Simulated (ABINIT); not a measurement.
# NaI (Fm-3m): G0W0 with and without spin-orbit coupling

Is the spin-orbit change of the gap of NaI (Fm-3m) the same in DFT and in GW?

Method: PBE and many-body steps on it, plane waves, in ABINIT 10.8.3.

## (1) Starting point

Symmetry: Fm-3m, No. 225, cubic system. The conventional cell has a = 6.473 Å, b = 6.473 Å, c = 6.473 Å, α = 90.00°, β = 90.00°, γ = 90.00°. Nearest to Na lie 6 I at 3.24 Å. Nearest to I lie 6 Na at 3.24 Å. Farther neighbours and most contacts between anions are not listed.

The cell and positions come from the Crystallography Open Database and are kept as given unless a step says otherwise. Spin-orbit coupling is left out unless a step names it.

## (2) Empty states on the mesh, 4×4×4 mesh, 58 bands

This step: ABINIT 10.8.3; DFT, PBE, plane waves, norm-conserving pseudopotentials.

The sums over transitions need many empty states on a uniform mesh; this step solves for them.

File run.abi:

```
acell 3*1.0 Angstrom
rprim 
  0.000000000000 3.236400000000 3.236400000000
  3.236400000000 -0.000000000000 3.236400000000
  3.236400000000 3.236400000000 -0.000000000000
ntypat 2
znucl 11 53
natom 2
typat 1 2
xred 
  0.000000000000 0.000000000000 0.000000000000
  0.500000000000 0.500000000000 0.500000000000
pp_dirpath "pseudos"
pseudos "Na.upf, I.upf"
ecut 38
ngkpt 4 4 4
nshiftk 1
shiftk 0 0 0
kptopt 1
chksymbreak 0
iscf -2
irdden 1
istwfk *1
nband 58
nbdbuf 4
tolwfr 1e-09
nstep 60
prtvol 0
indata_prefix "in"
outdata_prefix "out"
tmpdata_prefix "tmp"
```

On the command line:

```
OMP_NUM_THREADS=1 mpirun -n 4 abinit run.abi > log
```

Numbers of over 12 decimals in the logs are rounded to 6 here.

What it wrote:

```text
.Version 10.8.3 of ABINIT. v10.8.2 released Aug 2026.

 Symmetries : space group Fm -3 m (#225); Bravais cF (face-center cubic)
[... echo of the input left out ...]
== DATASET  1 ==================================================================
-   mpi_nproc: 4, omp_nthreads: 1 (-1 if OMP is not activated)

--- !DatasetInfo
iteration_state: {dtset: 1, }
dimensions: {natom: 2, nkpt: 8, mband: 58, nsppol: 1, nspinor: 1, nspden: 1, mpw: 5124, }
cutoff_energies: {ecut:  38.0, pawecutdg:  -1.0, }
[...]
1.27619    1.27619    1.27619    1.30917    1.30917    1.30917    1.31176    1.31176
   1.31176    1.36630    1.36630    1.36630    1.42893    1.42893    1.44655    1.44655
   1.44655    1.45720
 prteigrs : prtvol=0 or 1, do not print more k-points.

== END DATASET(S) ==============================================================
================================================================================

 -outvars: echo values of variables after computation  --------
            nband          58
             nkpt           8
          spgroup         225
 [... the other variables as echoed above ...]

 Calculation completed.
```

The job ended after 16 s (4 MPI ranks of Arm Neoverse V1, shared host; peak memory 0.31 GiB).

Numbers from this step:

```yaml
gap: 3.639 eV
k_of_the_valence_top: 0, 0, 0
k_of_the_conduction_bottom: 0, 0, 0
least_direct_gap: 3.639 eV
k_points_computed: 8
lowest_point_of_the_top_converged_band_above_the_valence_top: 38.78 eV
```

On this mesh the gap is 3.639 eV.

The density comes from a self-consistent run that is not shown.

## (3) Screening, 4×4×4 mesh, 54 bands, screening to 98 eV

The RPA dielectric matrix is built and inverted for each q.

This step: RPA screening on PBE, plane waves, norm-conserving pseudopotentials.

Edit run.abi of step 2 so:

```diff
@@ -20,10 +20,11 @@
 chksymbreak 0
-iscf -2
-irdden 1
 istwfk *1
-nband 58
-nbdbuf 4
-tolwfr 1e-09
-nstep 60
-prtvol 0
+occopt 1
+irdwfk 1
+optdriver 3
+nband 54
+ecuteps 3.6
+inclvkb 0
+awtr 1
+symchi 1
 indata_prefix "in"
```

What it wrote:

```text
.Version 10.8.3 of ABINIT. v10.8.2 released Aug 2026.

 Symmetries : space group Fm -3 m (#225); Bravais cF (face-center cubic)
[... echo of the input left out ...]
== DATASET  1 ==================================================================
-   mpi_nproc: 4, omp_nthreads: 1 (-1 if OMP is not activated)

--- !DatasetInfo
iteration_state: {dtset: 1, }
dimensions: {natom: 2, nkpt: 8, mband: 54, nsppol: 1, nspinor: 1, nspden: 1, mpw: 5124, }
cutoff_energies: {ecut:  38.0, pawecutdg:  -1.0, }
electrons: {nelect:   1.60000000E+01, charge:   0.00000000E+00, occopt:   1.00000000E+00, tsmear:   1.00000000E-02, }

 SCREENING: Calculation of the susceptibility and dielectric matrices

 Based on a program developped by R.W. Godby, V. Olevano, G. Onida, and L. Reining.
 Incorporated in ABINIT by V. Olevano, G.-M. Rignanese, and M. Torrent.
.Using double precision arithmetic ; gwpc =  8

[... cell and pseudopotentials left out ...]
--------------------------------------------------------------------------------

 ==== K-mesh for the wavefunctions ====
 Number of points in the irreducible wedge :     8
[... list of points left out ...]
 Together with 48 symmetry operations and time-reversal symmetry
 yields    64 points in the full Brillouin Zone.

 ==== Q-mesh for the screening function ====
 Number of points in the irreducible wedge :     8
[... list of points left out ...]
 Together with 48 symmetry operations and time-reversal symmetry
 yields    64 points in the full Brillouin Zone.

 setmesh: FFT mesh size selected  =    32x   32x   32
          total number of points  =        32768

 vcoul_init : cutoff-mode = AUXILIARY_FUNCTION
 q-points for optical limit:   1
     1)      0.000010    0.000020    0.000030

- screening: taking advantage of time-reversal symmetry
- Maximum band index for partially occupied states nbvw = 8
- Remaining bands to be divided among processors   nbcw = 46
- Number of bands treated by each node ~11

 Number of electrons calculated from density =   16.0000; Expected =   16.0000
 average of density, n =  0.034971
 r_s =    1.8970
 omega_plasma =   18.0389 [eV]

 calculating chi0 at frequencies [eV] :
  1    0.000000E+00    0.000000E+00
  2    0.000000E+00    1.803886E+01

--------------------------------------------------------------------------------
  q-point number  1        q = ( 0.000000, 0.000000, 0.000000) [r.l.u.]
--------------------------------------------------------------------------------
[... chi0 elements left out ...]
 For q-point:  0.000010 0.000020 0.000030
  dielectric constant =   2.9160
  dielectric constant without local fields =   3.4772

  Average fulfillment of the sum rule on Im[epsilon] for q-point    1 :     51.21  [%]
[... wings left out ...]
  q-point number  2        q = ( 0.250000, 0.000000, 0.000000) [r.l.u.]
--------------------------------------------------------------------------------
[... chi0 elements left out ...]
  Average fulfillment of the sum rule on Im[epsilon] for q-point    2 :     63.55  [%]

 [... 6 further q-points ...]
```

Wall time 9.7 s (4 MPI ranks); peak memory 0.71 GiB; 39 s of CPU time.

Numbers from this step:

| Item | Value |
| --- | --- |
| ε∞ with local fields, on this mesh, along the program's q direction | 2.916 |
| the same without local fields | 3.477 |
| plasma frequency | 18.04 eV |
| plane waves in the screening matrix | 169 |

Local fields lower ε∞ by 16 %.

## (4) Scalar-relativistic

The self-energy is evaluated for the states that the input lists, and the levels follow from it, in one-shot runs by the linearised quasiparticle equation.

This step: G0W0 on PBE, plane waves, norm-conserving pseudopotentials.

Edit run.abi of step 3 so:

```diff
@@ -23,8 +23,15 @@
 irdwfk 1
-optdriver 3
+optdriver 4
 nband 54
+gwcalctyp 0
+ecutsigx 38
+symsigma 1
+nkptgw 1
+kptgw 
+  0.0000000000 0.0000000000 0.0000000000
+bdgw 
+  6 12
 ecuteps 3.6
-inclvkb 0
-awtr 1
-symchi 1
+irdscr 1
+ppmodel 1
 indata_prefix "in"
```

What it wrote:

```text
.Version 10.8.3 of ABINIT. v10.8.2 released Aug 2026.

 Symmetries : space group Fm -3 m (#225); Bravais cF (face-center cubic)
[... echo of the input left out ...]
== DATASET  1 ==================================================================
-   mpi_nproc: 4, omp_nthreads: 1 (-1 if OMP is not activated)

--- !DatasetInfo
iteration_state: {dtset: 1, }
dimensions: {natom: 2, nkpt: 8, mband: 54, nsppol: 1, nspinor: 1, nspden: 1, mpw: 5124, }
cutoff_energies: {ecut:  38.0, pawecutdg:  -1.0, }
electrons: {nelect:   1.60000000E+01, charge:   0.00000000E+00, occopt:   1.00000000E+00, tsmear:   1.00000000E-02, }

 SIGMA: Calculation of the GW corrections

 Based on a program developped by R.W. Godby, V. Olevano, G. Onida, and L. Reining.
 Incorporated in ABINIT by V. Olevano, G.-M. Rignanese, and M. Torrent.
.Using double precision arithmetic ; gwpc =  8

[... cell and pseudopotentials left out ...]
--------------------------------------------------------------------------------

 ==== K-mesh for the wavefunctions ====
 Number of points in the irreducible wedge :     8
[... list of points left out ...]
 Together with 48 symmetry operations and time-reversal symmetry
 yields    64 points in the full Brillouin Zone.

 ==== Q-mesh for screening function ====
 Number of points in the irreducible wedge :     8
[... list of points left out ...]
 Together with 48 symmetry operations and time-reversal symmetry
 yields    64 points in the full Brillouin Zone.

 vcoul_init : cutoff-mode = AUXILIARY_FUNCTION
 q-points for optical limit:   1
     1)      0.000010    0.000020    0.000030
 setmesh: FFT mesh size selected  =    50x   50x   50
          total number of points  =       125000

 Number of electrons calculated from density =   16.0000; Expected =   16.0000
 average of density, n =  0.034971
 r_s =    1.8970
 omega_plasma =   18.0389 [eV]

 === KS Band Gaps ===
  >>>> For spin  1
   Minimum direct gap =   3.6392 [eV], located at k-point      :   0.0000  0.0000  0.0000
   Fundamental gap    =   3.6392 [eV], Top of valence bands at :   0.0000  0.0000  0.0000
                                       Bottom of conduction at :   0.0000  0.0000  0.0000
 SIGMA fundamental parameters:
 PLASMON POLE MODEL  1
 number of plane-waves for SigmaX                 5065
 number of plane-waves for SigmaC and W            169
 number of plane-waves for wavefunctions          5065
 number of bands                                    54
 number of independent spin polarizations            1
 number of spinorial components                      1
 number of k-points in IBZ                           8
 number of q-points in IBZ                           8
 number of symmetry operations                      48
 number of k-points in BZ                           64
 number of q-points in BZ                           64
 number of frequencies for dSigma/dE                 9
 frequency step for dSigma/dE [eV]                0.25
 number of omega for Sigma on real axis              0
 max omega for Sigma on real axis  [eV]           0.00
 zcut for avoiding poles [eV]                     0.10

 EPSILON^-1 parameters (SCR file):
 dimension of the eps^-1 matrix on file            169
 dimension of the eps^-1 matrix used               169
 number of plane-waves for wavefunctions          5065
 number of bands                                    54
 number of q-points in IBZ                           8
 number of frequencies                               2
 number of real frequencies                          1
 number of imag frequencies                          1

 matrix elements of self-energy operator (all in [eV])

 Perturbative Calculation

--- !SelfEnergy_ee
iteration_state: {dtset: 1, }
kpoint     : [   0.000,    0.000,    0.000, ]
spin       : 1
KS_gap     :    3.639
QP_gap     :    5.455
Delta_QP_KS:    1.816
data: !SigmaeeData |
     Band     E0 <VxcDFT>   SigX SigC(E0)      Z dSigC/dE  Sig(E)    E-E0       E
        6   0.107 -11.384 -14.313   1.629   0.804  -0.243 -12.429  -1.046  -0.938
        7   0.107 -11.384 -14.313   1.629   0.804  -0.243 -12.429  -1.046  -0.938
        8   0.107 -11.384 -14.313   1.629   0.804  -0.243 -12.429  -1.046  -0.938
        9   3.746  -7.312  -3.615  -2.780   0.840  -0.190  -6.541   0.771   4.517
       10   8.073  -7.141  -3.086  -3.045   0.829  -0.206  -6.304   0.837   8.910
       11   8.073  -7.141  -3.086  -3.045   0.829  -0.206  -6.304   0.837   8.910
       12   8.073  -7.141  -3.086  -3.045   0.829  -0.206  -6.304   0.837   8.910

== END DATASET(S) ==============================================================
================================================================================

 -outvars: echo values of variables after computation  --------
           etotal      0.0000000000E+00
            nband          54
             nkpt           8
          spgroup         225
 [... the other variables as echoed above ...]

 Calculation completed.
```

Run time: 4.1 s. Hardware: 4 MPI ranks; peak memory 0.68 GiB.

This step gave:

- G0W0 gap on the points computed: 5.455 eV
- starting gap on the mesh: 3.639 eV
- k of the valence top: 0, 0, 0
- k of the conduction bottom: 0, 0, 0
- Z at the valence top: 0.804
- Z at the conduction bottom: 0.84
- least direct G0W0 gap on the computed points: 5.455 eV

The gap on the mesh goes from 3.64 eV to 5.46 eV, a correction of +1.82 eV.

## (5) Empty states on the mesh, 4×4×4 mesh, 118 bands

This step: DFT, PBE with spin-orbit coupling, plane waves, norm-conserving pseudopotentials.

Edit run.abi of step 4 so:

```diff
@@ -15,2 +15,3 @@
 ecut 38
+nspinor 2
 ngkpt 4 4 4
@@ -20,18 +21,10 @@
 chksymbreak 0
+iscf -2
+irdden 1
 istwfk *1
-occopt 1
-irdwfk 1
-optdriver 4
-nband 54
-gwcalctyp 0
-ecutsigx 38
-symsigma 1
-nkptgw 1
-kptgw 
-  0.0000000000 0.0000000000 0.0000000000
-bdgw 
-  6 12
-ecuteps 3.6
-irdscr 1
-ppmodel 1
+nband 118
+nbdbuf 10
+tolwfr 1e-09
+nstep 60
+prtvol 0
 indata_prefix "in"
```

What it wrote:

```text
.Version 10.8.3 of ABINIT. v10.8.2 released Aug 2026.

 Symmetries : space group Fm -3 m (#225); Bravais cF (face-center cubic)
[... echo of the input left out ...]
== DATASET  1 ==================================================================
-   mpi_nproc: 4, omp_nthreads: 1 (-1 if OMP is not activated)

--- !DatasetInfo
iteration_state: {dtset: 1, }
dimensions: {natom: 2, nkpt: 8, mband: 118, nsppol: 1, nspinor: 2, nspden: 1, mpw: 5124, }
cutoff_energies: {ecut:  38.0, pawecutdg:  -1.0, }
[...]
1.31487    1.31487    1.36624    1.36624    1.36624    1.36624    1.36670    1.36670
   1.42888    1.42888    1.42888    1.42888    1.44637    1.44637    1.44637    1.44637
   1.44667    1.44667    1.45707    1.45707    1.49605    1.49619
 prteigrs : prtvol=0 or 1, do not print more k-points.

== END DATASET(S) ==============================================================
================================================================================

 -outvars: echo values of variables after computation  --------
            nband         118
             nkpt           8
          spgroup         225
 [... the other variables as echoed above ...]

 Calculation completed.
```

The job ended after 92 s (4 MPI ranks; peak memory 0.49 GiB; 6.1 min of CPU time).

This step gave:

| Quantity | Value |
| --- | --- |
| gap | 3.299 eV |
| k of the valence top | 0, 0, 0 |
| k of the conduction bottom | 0, 0, 0 |
| least direct gap | 3.299 eV |
| k points computed | 8 |
| lowest point of the top converged band, above the valence top | 38.43 eV |

On this mesh the gap is 3.299 eV.

The density comes from a self-consistent run that is not shown, made with spin-orbit coupling and fully relativistic files.

(Part 1 of 2 ends here.)

[Paths, hosts, dates, memory and timing lines, banners, echoed tables and standing remarks are left out of the program output.]

[Logs are printed without paths, hosts, clocks, repeated set-up lines and the standing remarks that a program may print on its own settings, such as how far it seeks lower states.]

[Runs of the session that timed out or met a known fault of the program may be left out.]

[Hosts, paths, dates, database ids (printed as entryN), source tags and the programs' standing remarks are cut or masked in the printed files.]

[G0W0 gaps are taken among the corrected bands and points alone; a level outside them can change the order at an edge.]

[Where Ansatz stands beside ABINIT at settings called matched, ABINIT's density can come from a denser mesh and the files from another edition; pairs whose starting gaps differed by over 0.03 eV were left out, so agreement reads better than it is.]
